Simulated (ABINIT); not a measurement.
Input of an ABINIT 10.8.3 (patched build) run:

Contents of run.abi:

```
# Pseudopotentials
pp_dirpath "./"
pseudos "Cd.GGA_PBE-ansatz.xml, S.GGA_PBE-ansatz.xml"

# Structure
acell 7.8423634172 7.8423634172 12.7310849016
rprim
     1.0000000000     0.0000000000     0.0000000000
    -0.5000000000     0.8660254038     0.0000000000
     0.0000000000     0.0000000000     1.0000000000
ntypat 2
znucl 48 16
natom 4
typat 1 1 2 2
chkprim 0
chksymtnons 0
tolsym 1.0e-6
xred
            2/3            1/3            1/2
            1/3            2/3            0.0
            2/3            1/3            7/8
            1/3            2/3            3/8

# Plane-wave basis
ecut 15.4
pawecutdg 30.8
pawovlp 30
ecutsm 0.5

# k points
kptopt 1
ngkpt 5 5 3
nshiftk 1
shiftk 0.0 0.0 0.0

# Exchange and correlation
ixc -116133

# Bands and occupations
nband 32
occopt 3
tsmear 0.00183747

# SCF cycle
nstep 80
tolvrs 1.0e-10

# Output
iomode 3
prteig 0
prtebands 0
prtwf 0
prtden 0

# Relaxation
ionmov 2
optcell 2
ntime 50
tolmxf 2.0e-5
dilatmx 1.08
```

Potentials or basis: Ansatz PAW PBE default generated set, frozen core.

Launch:

```sh
$ mpirun --bind-to none -np 4 abinit run.abi > log 2>&1
```

Task: Estimate the relaxed cell.

Result: a = 4.126 Å, b = 4.126 Å, c = 6.708 Å, α = 90.00°, β = 90.00°, γ = 120.00°.

Task: Predict the space group after relaxing (to 0.05 Å).

Result: P6_3mc (No. 186).

Task: Predict the band gap on the k mesh.

Result: 1.09 eV, direct.

Task: Estimate the relaxed volume.

Result: 24.72 Å³/atom.

Step by step:
```tsv
step	energy change (eV)	largest force (eV/Å)	pressure (GPa)	volume (Å³)
1	0.0000	0.0624	-0.94	100.48
2	-0.0018	0.0529	-0.77	100.20
3	-0.0055	0.0048	0.03	98.84
4	-0.0055	0.0058	0.00	98.89
5	-0.0055	0.0056	0.00	98.90
6	-0.0056	0.0027	-0.02	98.93
7	-0.0056	0.0001	-0.02	98.93
8	-0.0056	0.0023	-0.01	98.92
9	-0.0056	0.0026	0.00	98.90
10	-0.0056	0.0018	0.00	98.89
11	-0.0056	0.0006	0.00	98.89
12	-0.0056	0.0001	0.00	98.89
```

Caveat: the PAW data sets were made with another functional, which shifts forces and pressure a little; an odd mesh through Γ misses points on the zone boundary, where band edges often lie; the atomic spheres overlap. Expect the measured gap to be larger: semilocal functionals such as PBEsol lack the derivative discontinuity.
